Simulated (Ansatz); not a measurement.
Co:

```
Co
1.0
     2.47200    0.00000    0.00000
    -1.23600    2.14081    0.00000
     0.00000    0.00000    4.02114
Co
2
Direct
  0.66667 0.33333 0.75000
  0.33333 0.66667 0.25000
```

```yaml
Program: Ansatz 0.2.0
Task: relaxation of cell and atoms
Functional: BLYP
Potentials_or_basis: all-electron LAPW, scalar-relativistic
Basis_error_allowed: 0.001 eV/atom
k_mesh: 12 × 12 × 7
Occupations: fermi-dirac, width 0.05 eV
Spin: collinear spin, ferromagnetic start
Starting_moments: "[2.0, 2.0] μB"
```

At the start: volume 10.64 Å³/atom.

Q: Where does the relaxation end?

A: Over 6 steps the energy falls by 30.2 meV/atom and the volume is 11.36 Å³/atom (+6.8 %); space group P6_3/mmc (No. 194, to 0.05 Å); moment 3.27 μB per cell.

The path:
| step | energy change (eV) | largest force (eV/Å) | volume (Å³) |
| --- | --- | --- | --- |
| 1 | 0.0000 | 0.0000 | 21.28 |
| 2 | -0.0446 | 0.0000 | 21.97 |
| 3 | -0.0602 | 0.0000 | 22.65 |
| 4 | -0.0604 | 0.0000 | 22.72 |
| 5 | -0.0604 | 0.0000 | 22.72 |
| 6 | -0.0604 | 0.0000 | 22.72 |

Final structure:
```cif
data_structure
_symmetry_space_group_name_H-M 'P 1'
_symmetry_Int_Tables_number 1
_cell_length_a 2.5358
_cell_length_b 2.5358
_cell_length_c 4.0803
_cell_angle_alpha 90.000
_cell_angle_beta 90.000
_cell_angle_gamma 120.000
_cell_volume 22.72
loop_
_atom_site_label
_atom_site_type_symbol
_atom_site_fract_x
_atom_site_fract_y
_atom_site_fract_z
_atom_site_occupancy
Co1 Co 0.66667 0.33333 0.75000 1
Co2 Co 0.33333 0.66667 0.25000 1
```
